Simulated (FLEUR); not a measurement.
NiO:

```xyz
2
Lattice="0.0000 2.0859 2.0859 2.0859 0.0000 2.0859 2.0859 2.0859 0.0000" Properties=species:S:1:pos:R:3 pbc="T T T"
Ni    0.0000    0.0000    0.0000
O     2.0859    2.0859    2.0859
```

Base run:

```yaml
Program: FLEUR MaX-R8.1 (later development tree)
Functional: PBEsol
Potentials_or_basis: all-electron
Basis: FLAPW
Kmax: 4.78 1/bohr
k_mesh: 9 × 9 × 9
Occupations: fermi-dirac, width 0.05 eV
Spin: collinear spin, ferromagnetic start
Starting_moments: "[1.0, 0.0] μB"
Hubbard_terms: Ni d U = 2 eV
```

Its results: band gap on the k mesh 0.20 eV, indirect (least direct gap 1.04 eV); net moment 2.00 μB per cell; site moments Ni +1.67; O +0.29 μB.

**Question.** The run is repeated on the same cell with these changes: hubbard terms from Ni d U = 2 eV to Ni d U = 4 eV. What comes out?

**Answer.** Band gap on the k mesh 1.26 eV, indirect (least direct gap 2.04 eV); net moment 2.00 μB per cell; site moments Ni +1.72; O +0.24 μB.

Caveats: an odd mesh through Γ misses points on the zone boundary, where band edges often lie; a cell with one magnetic atom can't hold antiferromagnetic order, which such compounds often take.

Not every run made on this cell is shown here.
